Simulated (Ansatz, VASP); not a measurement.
# One calculation of Al, two programs

Contents of INCAR:

```
PREC = Accurate
ENCUT = 520
EDIFF = 1E-6
ISMEAR = -1
SIGMA = 0.05
LREAL = False
LASPH = True
NELM = 80
ALGO = Normal
ISIF = 2
LWAVE = False
LCHARG = False
GGA = PE
NBANDS = 10
```

File KPOINTS:

```
Automatic mesh
0
Gamma
  7 7 10
```

The input POSCAR:

```
Al
1.0
    4.5467300000      0.0000000000      0.0000000000
   -2.2733700000      3.9375800000      0.0000000000
    0.0000000000      0.0000000000      2.7539300000
Al
2
Direct
    0.3331430000      0.6604680000      0.4902950000
    0.6668740000      0.3456110000      0.5072180000
```

The input input.yaml:

```yaml
crystal:
  lattice:
    - [4.54673, 0.0, 0.0]
    - [-2.27337, 3.93758, 0.0]
    - [0.0, 0.0, 2.75393]
  atoms:
    - { symbol: Al, position: [0.333143, 0.660468, 0.490295] }
    - { symbol: Al, position: [0.666874, 0.345611, 0.507218] }
hamiltonian:
  xc: pbe
  pseudopotentials: { kind: paw }
kpoints:
  mp_grid: { grid: [7, 7, 10] }
scf:
  occupations: { method: fermi_dirac, width: 0.05 }
output:
  forces: true
  stress: true
  eigenvalues: true
  write_density: true
  write_potential: true
  elf: true
  volumetric_format: npy
```

Change from the starting cell: atoms moved at random, drawn with an rms of 0.05 Å.

Alike in both runs: task single point; functional PBE; k mesh 7 × 7 × 10; occupations fermi-dirac, width 0.05 eV; no spin polarisation.

|  | VASP | Ansatz |
| --- | --- | --- |
| version | VASP 6.6.1 | Ansatz 0.2.0 |
| potentials or method | VASP PAW PBE potentials, release 64 (Al) | Ansatz PAW |
| plane-wave cutoff (eV) | 520 | 420 |
| valence electrons in the cell | 6 | 6 |

|  | VASP | Ansatz | Ansatz less VASP |
| --- | --- | --- | --- |
| gap on the k mesh at the Fermi level (eV) | none | none | - |
| pressure (GPa) | 0.1 | 0.1 | +0.02 |
| largest component of the traceless stress (GPa) | 1.82 | 1.83 | +0.006 |
| rms of the force components (eV/Å) | 0.286 | 0.286 | 0.0000 |

Atom by atom the forces differ by 0.000 eV/Å (rms over components). A gap of «none» marks a metal or a gap that the smearing closes.
